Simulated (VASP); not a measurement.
# GaN in VASP: relaxation of cell and atoms with PBE+D3(BJ)

Aim: the relaxation of cell and atoms of GaN with PBE+D3(BJ).

Everything below comes from runs of VASP 6.6.1. Logs are shortened: lines on timing, memory, paths and dates and some standing lists are left out, and cuts for length are marked.

## (1) The structure

The cell holds a sheet with vacuum, 2 atoms: a = 3.200 Å, b = 3.200 Å, c = 16.000 Å, α = 90.00°, β = 90.00°, γ = 120.00°.

The cell was built by a generator and needn't be a form met in nature.

## (2) Relaxation of cell and atoms, PBE+D3(BJ)

INCAR reads:

```
SYSTEM = GaN
ALGO = Normal ; EDIFF = 1E-7
EDIFFG = -0.005 ; ENCUT = 600
GGA = PE ; IBRION = 2
ISIF = 3 ; ISMEAR = 0
IVDW = 12 ; KPAR = 4
LASPH = .True. ; LATTICE_CONSTRAINTS = .TRUE. .TRUE. .FALSE.
LCHARG = .False. ; LREAL = .False.
LWAVE = .False. ; NELM = 120
NSW = 40 ; PREC = Accurate
SIGMA = 0.03
```

KPOINTS reads:

```
k-points
0
Gamma
  12 12 1
  0 0 0
```

POSCAR reads:

```
GaN
1.0
    3.2000000000      0.0000000000      0.0000000000
   -1.6000000000      2.7712812900      0.0000000000
    0.0000000000      0.0000000000     16.0000000000
Ga N
1 1
Direct
    0.3333330000      0.6666670000      0.5000000000
    0.6666670000      0.3333330000      0.5000000000
```

Potentials or basis: VASP PAW PBE potentials, release 64 (Ga_d, N).

On the command line:

```bash
> cat potpaw_PBE.64/Ga_d/POTCAR potpaw_PBE.64/N/POTCAR > POTCAR
> mpirun -np 4 vasp_std > vasp.out
```

OUTCAR:

```text
SYSTEM = GaN
   EDIFF = 1E-7
   EDIFFG = -0.005
   ENCUT = 600
   GGA = PE
   IBRION = 2
   ISIF = 3
   ISMEAR = 0
   IVDW = 12
   LASPH = .True.
   LREAL = .False.
   NELM = 120
   NSW = 40
   PREC = Accurate
 IVDW          = 12

 ion  position               nearest neighbor table
   1  0.333  0.667  0.500-   2 1.85   2 1.85   2 1.85
   2  0.667  0.333  0.500-   1 1.85   1 1.85   1 1.85

  LATTYP: Found a hexagonal cell.
 ALAT       =     3.2000000000
 C/A-ratio  =     5.0000000000

  Lattice vectors:

 A1 = (   3.2000000000,   0.0000000000,   0.0000000000)
 A2 = (  -1.6000000000,   2.7712812900,   0.0000000000)
 A3 = (   0.0000000000,   0.0000000000,  16.0000000000)

Analysis of symmetry for initial positions (statically):
=====================================================================
 Subroutine PRICEL returns:
 Original cell was already a primitive cell.

 Routine SETGRP: Setting up the symmetry group for a
 hexagonal supercell.

 Subroutine GETGRP returns: Found 12 space group operations
 (whereof 12 operations were pure point group operations)
 out of a pool of 24 trial point group operations.

The static configuration has the point symmetry D_3h.

Analysis of symmetry for dynamics (positions and initial velocities):
=====================================================================
 Subroutine PRICEL returns:
 Original cell was already a primitive cell.

 Routine SETGRP: Setting up the symmetry group for a
 hexagonal supercell.

 Subroutine GETGRP returns: Found 12 space group operations
 (whereof 12 operations were pure point group operations)
 out of a pool of 24 trial point group operations.

The dynamic configuration has the point symmetry D_3h.

 Subroutine INISYM returns: Found 12 space group operations
 (whereof 12 operations are pure point group operations),
 and found     1 'primitive' translations

----------------------------------------------------------------------------------------

                                     Primitive cell

  volume of cell :     141.8896

  direct lattice vectors                    reciprocal lattice vectors
     3.200000000  0.000000000  0.000000000     0.312500000  0.180421959  0.000000000
    -1.600000000  2.771281290  0.000000000     0.000000000  0.360843919  0.000000000
     0.000000000  0.000000000 16.000000000     0.000000000  0.000000000  0.062500000

  length of vectors
     3.200000000  3.199999998 16.000000000     0.360843918  0.360843919  0.062500000

  position of ions in fractional coordinates (direct lattice)
[... 56 lines left out ...]
   number of dos      NEDOS =    301   number of ions     NIONS =      2
   total plane-waves  NPLWV = 100352
   dimension x,y,z NGX =    28 NGY =   28 NGZ =  128
   dimension x,y,z NGXF=    56 NGYF=   56 NGZF=  256
   ions per type =               1   1
   NGX,Y,Z   is equivalent  to a cutoff of  14.55, 14.55, 13.30 a.u.
   NGXF,Y,Z  is equivalent  to a cutoff of  29.09, 29.09, 26.60 a.u.
 SYSTEM =  GaN
   PREC   = accura    normal or accurate (medium, high low for compatibility)
   ISTART =      0    job   : 0-new  1-cont  2-samecut
   ICHARG =      2    charge: 1-file 2-atom 10-const
   ISPIN  =      1    spin polarized calculation?
   LNONCOLLINEAR =      F non collinear calculations
   LSORBIT =      F    spin-orbit coupling
   LASPH  =      T    aspherical Exc in radial PAW
   ENCUT  =  600.0 eV  44.10 Ry    6.64 a.u.   6.39  6.39 31.96*2*pi/ulx,y,z
   NELM   =    120;   NELMIN=  2; NELMDL= -5     # of ELM steps
   EDIFF  = 0.1E-06   stopping-criterion for ELM
   LREAL  =      F    real-space projection
   EDIFFG = -.5E-02   stopping-criterion for IOM
   NSW    =     40    number of steps for IOM
   IBRION =      2    ionic relax: 0-MD 1-quasi-New 2-CG
   NFREE  =      1    steps in history (QN), initial steepest desc. (CG)
   ISIF   =      3    stress and relaxation
   ISYM   =      2    0-nonsym 1-usesym 2-fastsym
   POTIM  = 0.5000    time-step for ionic-motion
   TEBEG  =    0.0;   TEEND  =   0.0 temperature during run
   PSTRESS=    0.0 pullay stress
   NELECT =      18.0000    total number of electrons
   NUPDOWN=      -1.0000    fix difference up-down
   EMIN   =  10.00;   EMAX   =-10.00  energy-range for DOS
   EFERMI =   0.00;   METHOD = LEGACY
   ISMEAR =     0;   SIGMA  =   0.03  broadening in eV -4-tet -1-fermi 0-gaus
   EFERMI_NEDOS =   21; number of points for ismear=-14 and -15
   IALGO  =     38    algorithm
   IMIX   =      4    mixing-type and parameters
     AMIX     =   0.40;   BMIX     =  1.00
     AMIX_MAG =   1.60;   BMIX_MAG =  1.00
  volume/ion in A,a.u.               =      70.94       478.76
  Fermi-wavevector in a.u.,A,eV,Ry     =   0.822588  1.554465  9.206386  0.676650
  Thomas-Fermi vector in A             =   1.933949
   LORBIT       =      0    0 simple, 1 ext, 2 COOP (PROOUT), +10 PAW based schemes
   GGA     = PE    functional components
   LHFCALC =     F    Hartree Fock is set to
   AEXX    =    0.0000 exact exchange contribution
   IVDW    =    12    specifies the selected vdW correction
   LEPSILON=     F    determine dielectric tensor
   LRPA    =     F    only Hartree local field effects (RPA)
 conjugate gradient relaxation of ions
 non-spin polarized calculation
 Gauss-broadening in eV      SIGMA  =   0.03
  energy-cutoff  :      600.00
  volume of cell :      141.89
 maximum number of plane-waves:      4775
 NGX is ok and might be reduce to    28
   NGX = 13   NGY = 13   NGZ = 63

--------------------------------------- Ionic step        1  -------------------------------------------

 number of electron      18.0000003 magnetization

 Free energy of the ion-electron system (eV)
  ---------------------------------------------------
  ext. energy  EPLUGINS =         0.00000000
  ---------------------------------------------------
  free energy    TOTEN  =       -11.45514447 eV

  energy without entropy =      -11.45514447  energy(sigma->0) =      -11.45514447

------------------------ aborting loop because EDIFF is reached ----------------------------------------

 Edisp (eV)   -0.17829

 E8    (eV) :    -0.0756
[... 71 lines left out ...]
--------------------------------------- Ionic step        3  -------------------------------------------

 number of electron      18.0000003 magnetization

 Free energy of the ion-electron system (eV)
  ---------------------------------------------------
  ext. energy  EPLUGINS =         0.00000000
  ---------------------------------------------------
  free energy    TOTEN  =       -11.45583442 eV

  energy without entropy =      -11.45583442  energy(sigma->0) =      -11.45583442

 E-fermi :  -3.5217     XC(G=0):  -2.7474

 val. band max:       -3.6526387724   @ k =   0.3333   0.3333   0.0000
 cond. band min:      -1.4529430956   @ k =   0.0000   0.0000   0.0000
 fundamental gap:      2.1996956768
 Fermi energy:        -3.5216644351

 k-point     1 :       0.0000    0.0000    0.0000
  band No.  band energies     occupation
      1     -18.9447      2.00000
      2     -17.0074      2.00000
      3     -17.0073      2.00000
      4     -16.7608      2.00000
      5     -16.7608      2.00000
      6     -16.0938      2.00000
      7      -6.2456      2.00000
      8      -3.9449      2.00000
      9      -3.9449      2.00000
     10      -1.4529      0.00000
     11       1.1430      0.00000
     12       1.4104      0.00000
     13       2.4739      0.00000
[... 319 lines left out ...]
  FREE ENERGIE OF THE ION-ELECTRON SYSTEM (eV)
  ---------------------------------------------------
  free  energy   TOTEN  =       -11.6336169638 eV

  energy  without entropy=      -11.6336169638  energy(sigma->0) =      -11.63361696

 reached required accuracy - stopping structural energy minimisation
```

OSZICAR:

```text
N       E                     dE             d eps       ncg     rms          rms(c)
DAV:   1     0.128984105691E+03    0.12898E+03   -0.89660E+03   494   0.142E+03
DAV:   2     0.819063559691E+01   -0.12079E+03   -0.11182E+03   673   0.277E+02
DAV:   3    -0.134175897053E+02   -0.21608E+02   -0.21394E+02   614   0.110E+02
[... 42 lines left out ...]
DAV:   2    -0.114566191936E+02    0.20986E-02   -0.61807E-03   609   0.231E+00    0.167E-01
DAV:   3    -0.114558717056E+02    0.74749E-03   -0.86656E-04   565   0.106E+00    0.354E-02
DAV:   4    -0.114558348204E+02    0.36885E-04   -0.40139E-04   594   0.273E-01    0.636E-03
DAV:   5    -0.114558343514E+02    0.46903E-06   -0.14979E-05   717   0.405E-02    0.169E-03
DAV:   6    -0.114558344155E+02   -0.64080E-07   -0.71058E-07   587   0.169E-02
   3 F= -.11633617E+02 E0= -.11633617E+02  d E =-.186946E-03
```

CONTCAR:

```text
GaN
   1.00000000000000
     3.2042023315325636    0.0000000000000000    0.0000000000000000
    -1.6021011657662818    2.7749206158540107    0.0000000000000000
     0.0000000000000000    0.0000000000000000   16.0000000000000000
  Ga              N
     1     1
Direct
     0.3333330000000032    0.6666669999999968    0.5000000000000000
     0.6666669999999968    0.3333330000000032    0.5000000000000000

  0.00000000E+00  0.00000000E+00  0.00000000E+00
  0.00000000E+00  0.00000000E+00  0.00000000E+00
```

Wall time 66 s (4 MPI ranks of Intel Xeon Platinum 8488C (Sapphire Rapids), shared host); peak memory 0.34 GiB.

Results:

| Property | Result |
| --- | --- |
| Free energy | -11.6336 eV |
| Relaxed volume | 71.13 Å³/atom |
| Relaxed cell | a = 3.204 Å, b = 3.204 Å, c = 16.000 Å, α = 90.00°, β = 90.00°, γ = 120.00° |
| Space group after relaxing (to 0.05 Å) | P-6m2 (No. 187) |
| Energy gained by relaxing | 0.1 meV/atom |
| Ionic steps | 3 |
| Band gap on the k mesh | 2.20 eV, indirect (least direct gap 2.49 eV) |
| Dispersion energy per atom | -0.089 eV |

Step by step:
| step | energy change (eV) | largest force (eV/Å) | pressure (GPa) | volume (Å³) |
| --- | --- | --- | --- | --- |
| 1 | 0.0000 | 0.0000 | 0.10 | 141.89 |
| 2 | 0.0003 | 0.0000 | -0.19 | 142.89 |
| 3 | -0.0002 | 0.0000 | -0.02 | 142.26 |

Final structure:
```
Ga N
1.0
     3.20420    0.00000    0.00000
    -1.60210    2.77492    0.00000
     0.00000    0.00000   16.00000
Ga N
1 1
Direct
  0.33333 0.66667 0.50000
  0.66667 0.33333 0.50000
```

Levels at points of the mesh, in eV from the valence-band top:
| k point | band 6 | band 7 | band 8 | band 9 | band 10 | band 11 | band 12 | band 13 |
| --- | --- | --- | --- | --- | --- | --- | --- | --- |
| (0.00, 0.00, 0.00) | -12.44 | -2.59 | -0.29 | -0.29 | 2.20 | 4.80 | 5.06 | 6.13 |
| (0.50, 0.00, 0.00) | -11.26 | -6.10 | -2.09 | -0.34 | 4.77 | 5.28 | 8.28 | 9.26 |
